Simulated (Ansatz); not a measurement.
# TiPbO3 (Pm-3m): from strained cells to moduli

```
Ti Pb O
1.0
     3.91933    0.00000    0.00000
     0.00000    3.91933    0.00000
     0.00000    0.00000    3.91933
Ti Pb O
1 1 3
Direct
  0.50000 0.50000 0.50000
  0.00000 0.00000 0.00000
  0.00000 0.50000 0.50000
  0.50000 0.00000 0.50000
  0.50000 0.50000 0.00000
```

Conventional cell: a = 3.919 Å, b = 3.919 Å, c = 3.919 Å, α = 90.00°, β = 90.00°, γ = 90.00°. Around Ti (atom 1) lie 6 O at 1.96 Å. Around Pb (atom 2) lie 12 O at 2.77 Å. O (atom 3) is surrounded by 2 Ti at 1.96 Å.

Computed, not measured; unless marked otherwise by PBEsol, all-electron LAPW in Ansatz 0.2.0, scalar-relativistic. k mesh 6×6×6, fixed occupations, basis error target 1 meV/atom. The cell was relaxed by PAW under this functional.

The cell is cubic and carries a residual pressure of 0.00 GPa at this level. Each strain component that symmetry leaves independent is applied at ±0.005, the ions relax wherever a strain frees them, and the stress (tension positive, GPa) is read. Shears are engineering strains, γ = 2ε.

```
strain    size      σxx      σyy      σzz      σyz     σxz     σxy
    xx  -0.005  -1.6346  -0.6449  -0.6449   0.0000  0.0000  0.0000
    xx  +0.005   1.5433   0.6236   0.6236   0.0000  0.0000  0.0000
    yz  -0.005  -0.0037  -0.0051  -0.0051  -0.5074  0.0000  0.0000
    yz  +0.005  -0.0037  -0.0051  -0.0051   0.5074  0.0000  0.0000
```

A central difference gives one constant, for example C11 ≈ (1.5433 − (-1.6346))/(0.01) = 317.8 GPa; the program then imposes the crystal's symmetry on the whole matrix.

What are the independent elastic constants?

C11 = 317.8, C12 = 126.9, C44 = 101.5 GPa.

Do they meet the Born conditions?

C11 − C12 = 190.9, C11 + 2C12 = 571.5 and C44 = 101.5 GPa must all be positive, so the crystal is elastically stable; that says nothing yet of its phonons.

What moduli does a random aggregate of grains have?

B = (C11 + 2C12)/3 = 190.5 GPa. G_V = (C11 − C12 + 3C44)/5 = 99.1 and G_R = 5(C11 − C12)C44/(4C44 + 3(C11 − C12)) = 99.0, so G_H = 99.0 GPa. Then E = 9BG/(3B + G) = 253.2 GPa, ν = (3B − 2G)/(6B + 2G) = 0.278 and B/G = 1.92, on the ductile side of Pugh's 1.75 (a rule of thumb, made for metals; it doesn't predict ductility here).

With the density of 8.359 g/cm³, how fast does sound travel, and what Debye temperature follows?

```json
{"direction": "[100]", "slow (m/s)": "3484", "middle (m/s)": "3484", "fast (m/s)": "6166"}
{"direction": "[110]", "slow (m/s)": "3380", "middle (m/s)": "3484", "fast (m/s)": "6224"}
{"direction": "[111]", "slow (m/s)": "3415", "middle (m/s)": "3415", "fast (m/s)": "6243"}
```

The mean of v⁻³ over directions and branches gives v_m = 3834 m/s and θ_D = (ħ/k_B) v_m (6π²n)^(1/3) = 498 K, n being atoms per volume. Young's modulus spans 245 to 259 GPa over directions, and the universal anisotropy index is 0.00.

How far do the constants move if PAW replaces LAPW in the same cell?

| constant | LAPW (GPa) | PAW (GPa) | difference |
| --- | --- | --- | --- |
| C11 | 317.8 | 318.2 | 0.4 |
| C12 | 126.9 | 126.9 | 0.0 |
| C44 | 101.5 | 101.3 | -0.2 |

How far do the constants move if all-electron PAW (datasets made for the crystal) replaces LAPW in the same cell?

```json
{"constant": "C11", "LAPW (GPa)": "317.8", "all-electron PAW (datasets made for the crystal) (GPa)": "317.6", "difference": "-0.2"}
{"constant": "C12", "LAPW (GPa)": "126.9", "all-electron PAW (datasets made for the crystal) (GPa)": "127.0", "difference": "0.1"}
{"constant": "C44", "LAPW (GPa)": "101.5", "all-electron PAW (datasets made for the crystal) (GPa)": "101.3", "difference": "-0.2"}
```

How do the constants change if the ions are clamped to the homogeneous strain?

None moves by more than 0.3 GPa: by symmetry a homogeneous strain puts no force on these sites.

Limits of these numbers: no spin-orbit coupling on heavy atoms; this form is stable only when hot or under pressure; cold crystals distort or take another structure; the frozen-core PAW files of the compared runs were fitted under PBE, their cores solved anew for this functional.
